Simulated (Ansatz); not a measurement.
# Residual resistivity of an alloy: Mo(100) with 4 layers of random Mo-Pt, 2x2, part 2 of 2

How strongly does chemical disorder scatter in Mo(100) with 4 layers of random Mo-Pt, 2x2?

Ansatz 0.2.0; Ansatz plane-wave DFT, PBE, PAW files; ballistic transport by layer matching (Landauer), zero bias; PAW set soft_1.

So far. Step 3 (With 8 alloy layers): Over the solved energies the transmission per spin lies between 2.04 and 2.08, out of 6.68 channels of the lead on average (up to 6.84).

**4. With 12 alloy layers**

In 12 layers a share of 0.5 of the sites is given to Pt at random. A fresh draw is used; the growth of the resistance with length is what counts.

System of this step: Mo(100) with 12 layers of random Mo-Pt, 2x2. The cell holds 88 atoms: 64 Mo and 24 Pt. Cell: a = 6.294 Å, b = 6.294 Å, c = 34.617 Å, α = 90.0°, β = 90.0°, γ = 90.0°. It derives from Mo. Regions: lead, 40 atoms (40 Mo); scattering region, 48 atoms (24 Pt and 24 Mo). The structure is stacked along c, and the current runs across the ab planes.

input.yaml reads:

```yaml
crystal:
  lattice:
    - [6.294, 0.0, 0.0]
    - [0.0, 6.294, 0.0]
    - [0.0, 0.0, 34.617]
  atoms:
    - { symbol: Mo, position: [0.0, 0.0, 0.0227272727] }
    - { symbol: Mo, position: [0.0, 0.5, 0.0227272727] }
    - { symbol: Mo, position: [0.5, 0.0, 0.0227272727] }
    - { symbol: Mo, position: [0.5, 0.5, 0.0227272727] }
    - { symbol: Mo, position: [0.25, 0.25, 0.0681818182] }
    - { symbol: Mo, position: [0.25, 0.75, 0.0681818182] }
    - { symbol: Mo, position: [0.75, 0.25, 0.0681818182] }
    - { symbol: Mo, position: [0.75, 0.75, 0.0681818182] }
    - { symbol: Mo, position: [0.0, 0.0, 0.1136363636] }
    - { symbol: Mo, position: [0.0, 0.5, 0.1136363636] }
    - { symbol: Mo, position: [0.5, 0.0, 0.1136363636] }
    - { symbol: Mo, position: [0.5, 0.5, 0.1136363636] }
    - { symbol: Mo, position: [0.25, 0.25, 0.1590909091] }
    - { symbol: Mo, position: [0.25, 0.75, 0.1590909091] }
    - { symbol: Mo, position: [0.75, 0.25, 0.1590909091] }
    - { symbol: Mo, position: [0.75, 0.75, 0.1590909091] }
    - { symbol: Mo, position: [0.0, 0.0, 0.2045454545] }
    - { symbol: Mo, position: [0.0, 0.5, 0.2045454545] }
    - { symbol: Mo, position: [0.5, 0.0, 0.2045454545] }
    - { symbol: Mo, position: [0.5, 0.5, 0.2045454545] }
    - { symbol: Pt, position: [0.25, 0.25, 0.25] }
    - { symbol: Mo, position: [0.25, 0.75, 0.25] }
    - { symbol: Pt, position: [0.75, 0.25, 0.25] }
    - { symbol: Pt, position: [0.75, 0.75, 0.25] }
    - { symbol: Pt, position: [0.0, 0.0, 0.2954545455] }
    - { symbol: Mo, position: [0.0, 0.5, 0.2954545455] }
    - { symbol: Pt, position: [0.5, 0.0, 0.2954545455] }
    - { symbol: Mo, position: [0.5, 0.5, 0.2954545455] }
    - { symbol: Mo, position: [0.25, 0.25, 0.3409090909] }
    - { symbol: Mo, position: [0.25, 0.75, 0.3409090909] }
    - { symbol: Mo, position: [0.75, 0.25, 0.3409090909] }
    - { symbol: Mo, position: [0.75, 0.75, 0.3409090909] }
    - { symbol: Pt, position: [0.0, 0.0, 0.3863636364] }
    - { symbol: Pt, position: [0.0, 0.5, 0.3863636364] }
    - { symbol: Mo, position: [0.5, 0.0, 0.3863636364] }
    - { symbol: Mo, position: [0.5, 0.5, 0.3863636364] }
    - { symbol: Pt, position: [0.25, 0.25, 0.4318181818] }
    - { symbol: Pt, position: [0.25, 0.75, 0.4318181818] }
    - { symbol: Mo, position: [0.75, 0.25, 0.4318181818] }
    - { symbol: Mo, position: [0.75, 0.75, 0.4318181818] }
    - { symbol: Pt, position: [0.0, 0.0, 0.4772727273] }
    - { symbol: Pt, position: [0.0, 0.5, 0.4772727273] }
    - { symbol: Pt, position: [0.5, 0.0, 0.4772727273] }
    - { symbol: Pt, position: [0.5, 0.5, 0.4772727273] }
    - { symbol: Mo, position: [0.25, 0.25, 0.5227272727] }
    - { symbol: Pt, position: [0.25, 0.75, 0.5227272727] }
    - { symbol: Mo, position: [0.75, 0.25, 0.5227272727] }
    - { symbol: Pt, position: [0.75, 0.75, 0.5227272727] }
    - { symbol: Pt, position: [0.0, 0.0, 0.5681818182] }
    - { symbol: Pt, position: [0.0, 0.5, 0.5681818182] }
    - { symbol: Pt, position: [0.5, 0.0, 0.5681818182] }
    - { symbol: Mo, position: [0.5, 0.5, 0.5681818182] }
    - { symbol: Mo, position: [0.25, 0.25, 0.6136363636] }
    - { symbol: Mo, position: [0.25, 0.75, 0.6136363636] }
    - { symbol: Mo, position: [0.75, 0.25, 0.6136363636] }
    - { symbol: Pt, position: [0.75, 0.75, 0.6136363636] }
    - { symbol: Mo, position: [0.0, 0.0, 0.6590909091] }
    - { symbol: Mo, position: [0.0, 0.5, 0.6590909091] }
    - { symbol: Mo, position: [0.5, 0.0, 0.6590909091] }
    - { symbol: Mo, position: [0.5, 0.5, 0.6590909091] }
    - { symbol: Mo, position: [0.25, 0.25, 0.7045454545] }
    - { symbol: Pt, position: [0.25, 0.75, 0.7045454545] }
    - { symbol: Pt, position: [0.75, 0.25, 0.7045454545] }
    - { symbol: Pt, position: [0.75, 0.75, 0.7045454545] }
    - { symbol: Mo, position: [0.0, 0.0, 0.75] }
    - { symbol: Mo, position: [0.0, 0.5, 0.75] }
    - { symbol: Pt, position: [0.5, 0.0, 0.75] }
    - { symbol: Pt, position: [0.5, 0.5, 0.75] }
    - { symbol: Mo, position: [0.25, 0.25, 0.7954545455] }
    - { symbol: Mo, position: [0.25, 0.75, 0.7954545455] }
    - { symbol: Mo, position: [0.75, 0.25, 0.7954545455] }
    - { symbol: Mo, position: [0.75, 0.75, 0.7954545455] }
    - { symbol: Mo, position: [0.0, 0.0, 0.8409090909] }
    - { symbol: Mo, position: [0.0, 0.5, 0.8409090909] }
    - { symbol: Mo, position: [0.5, 0.0, 0.8409090909] }
    - { symbol: Mo, position: [0.5, 0.5, 0.8409090909] }
    - { symbol: Mo, position: [0.25, 0.25, 0.8863636364] }
    - { symbol: Mo, position: [0.25, 0.75, 0.8863636364] }
    - { symbol: Mo, position: [0.75, 0.25, 0.8863636364] }
    - { symbol: Mo, position: [0.75, 0.75, 0.8863636364] }
    - { symbol: Mo, position: [0.0, 0.0, 0.9318181818] }
    - { symbol: Mo, position: [0.0, 0.5, 0.9318181818] }
    - { symbol: Mo, position: [0.5, 0.0, 0.9318181818] }
    - { symbol: Mo, position: [0.5, 0.5, 0.9318181818] }
    - { symbol: Mo, position: [0.25, 0.25, 0.9772727273] }
    - { symbol: Mo, position: [0.25, 0.75, 0.9772727273] }
    - { symbol: Mo, position: [0.75, 0.25, 0.9772727273] }
    - { symbol: Mo, position: [0.75, 0.75, 0.9772727273] }
kpoints:
  mp_grid: { grid: [4, 4, 1] }
hamiltonian:
  xc: pbe
  pseudopotentials: { kind: paw, azcp: { folder: soft_1 } }
scf:
  occupations: { method: fermi_dirac, width: 0.1 }
output:
  transmission: { leads: [[0, 4]], kmesh: [8, 8], e_range: [-0.05, 0.05], de: 0.05 }
  write_potential: true
  write_density: true
  volumetric_format: npy
```

Command:

```bash
> ansatz run input.yaml --threads 8 --pin off --max-ram 15360MiB --backend cpu --events-out ev --progress --plain --runs-dir out
```

Numbers of over 12 decimals in the logs are rounded to 6 here.

The program printed:

```text
[...]
Crystal: 88 atoms, lattice volume = 1371.333 Å³
Basis set: ecut = 420 eV, 26839 PW (Γ)
Bands: 797, of which v1, the nominal top of the filled ones, is band 664 counted from 1 (663 counted from 0)
Symmetry: 1 space group operations
[...]
k-points: 10 of 16 (time reversal used)
[...]
SCF iter   1: F=—  HF=-617861.337330 eV  |F-HF|=—  |Δ(HF+E_count)|=         —  Δρ=1.44e-1  dr2=6.74e3  ethr=3.10e-3  ⟨swp⟩=5.0  Hψ=23970  notcnv=0
[...]
SCF iter  11: F=-617778.241128 eV  HF=-617778.241128 eV  |F-HF|=3.26e-8  |Δ(HF+E_count)|=   4.54e-9  Δρ=5.26e-7  dr2=3.44e-8  ethr=7.53e-12  ⟨swp⟩=7.4  Hψ=17083  notcnv=0
SCF 1 converged in 11 iterations: F = -617778.241128 eV  dr2 = 3.44e-8
[...]
transmission: 228 of 2278 steps passed
transmission: 456 of 2278 steps passed
[...]
transmission: 2278 of 2278 steps passed
SCF converged after 11 iterations
Free energy (F): -617778.241128 eV
[...]
Internal energy: -617775.583729 eV  (E = F + TS)
E sigma→0 (E₀):  -617776.912429 eV
Entropy (-TS):   -2.657399 eV (-30.198 meV/atom)
Fermi energy:    21.593036 eV
[...]
--- Band table (eV; the first three rows and the last of 10) ---
  k-point 0: bands = [... 660 lower, 21.6060, 21.6209, 21.6591, 21.6693, 21.7042, 21.7276, 21.7665, 21.7838, ... 129 higher]
  k-point 1: bands = [... 660 lower, 21.5019, 21.5181, 21.5458, 21.5612, 21.5857, 21.6065, 21.6211, 21.6405, ... 129 higher]
  k-point 2: bands = [... 660 lower, 21.4589, 21.4767, 21.4985, 21.5191, 21.5263, 21.5972, 21.6079, 21.6387, ... 129 higher]
  k-point 9: bands = [... 660 lower, 21.6208, 21.6355, 21.6804, 21.7407, 21.7449, 21.7849, 21.8203, 21.8285, ... 129 higher]
--- Transmission ---
  basis      : 349 plane waves across, 67 finite elements along
  points     : 34, standing for a mesh of 8 x 8
[...]
channels       : 6.593750e0 a spin
[...]
slowest decay  : 0.0463 /Å at (0.5000, 0.3750)
  junction   : crystal 0 to crystal 0, 0.70 to 33.74 Å
    transmission   : 1.668735e0 a spin
[...]
```

Elapsed: 7.2 min, on 8 threads of Intel Xeon 6975P-C (Granite Rapids), shared host; peak memory 8.9 GiB; 43 min of CPU time.

Numbers from this step:

```
free energy                                   : -617778.2411 eV
energy at zero smearing                       : -617776.9124 eV
Fermi energy                                  : 21.59 eV
transmission per spin nearest the Fermi level : 1.669
step of the lead's potential                  : 10.5 meV
```

Per spin. Table of transmission, zone mean by energy, zero at the Fermi level:

```csv
energy (eV),"transmission, zone mean"
-0.0500,1.65
0.0000,1.67
0.0500,1.62
```

Over the solved energies the transmission per spin lies between 1.62 and 1.67, out of 6.68 channels of the lead on average (up to 6.84).

**5. The fit**

This step: Ansatz plane-wave DFT, PBE, PAW files; ballistic transport by layer matching (Landauer), zero bias; residual resistivity from the slope of the area resistance, atoms on the host's lattice; PAW set soft_1 (Ansatz 0.2.0).

Numbers from this step:

* resistivity: 104.6 µΩ cm
* intercept: 0.3755 fΩ m²
* scatter about the fit: 0.01938 fΩ m²

Resistance, by row:

```csv
run,length (Å),T,channels N,RA (fΩ m²)
n4,6.294,2.863,6.677,1.02
n8,12.59,2.057,6.677,1.72
n12,18.88,1.648,6.677,2.337
```

The area resistance by length of the alloy:

```csv
length of the alloy (Å),area resistance (fΩ m²)
6.29,1.02
12.59,1.72
18.88,2.34
```

The area resistance goes from 1.0 to 2.3 fΩ m² between 6.3 and 18.9 Å, a slope of 105 µΩ cm.

By hand from the end points: (2.337 − 1.020) fΩ m² / (18.88 − 6.29) Å = 105 µΩ cm, since 1 fΩ m² per Å is 1000 µΩ cm.

**6. What came out**

* resistivity from the slope: 105 µΩ cm
* area resistance over 6.29 Å: 1.02 fΩ m²
* area resistance over 12.6 Å: 1.72 fΩ m²
* area resistance over 18.9 Å: 2.34 fΩ m²

**Reading.** The slope gives 105 µΩ cm. The points scatter by 0.019 fΩ m² about the line, with one random draw a length in a 2x2 cell, so the slope is a rough value. Read with a model of isotropic scattering on a spherical Fermi surface and the lead's 1.3×10¹⁵ S/m², this slope means a mean free path near 5.5 Å (a rough figure, since the alloy's own channel count differs); over these lengths the model's slope is within 3 % of its bulk resistivity, though a free path of a few ångströms strains the picture. The atoms sit on the host's lattice, so scattering by size misfit is left out. With 50 % of Pt, whose own structure is another, this is a hypothetical phase. Spin-orbit coupling is left out, which matters for Pt. A lead's potential steps by up to 29 meV from period to period, which the log calls too much, so longer leads could move the result.

[Logs are printed without paths, hosts, clocks, repeated set-up lines and the standing remarks that a program may print on its own settings, such as how far it seeks lower states.]

[Hosts, paths, dates, database ids (printed as entryN), source tags and the programs' standing remarks are cut or masked in the printed files.]
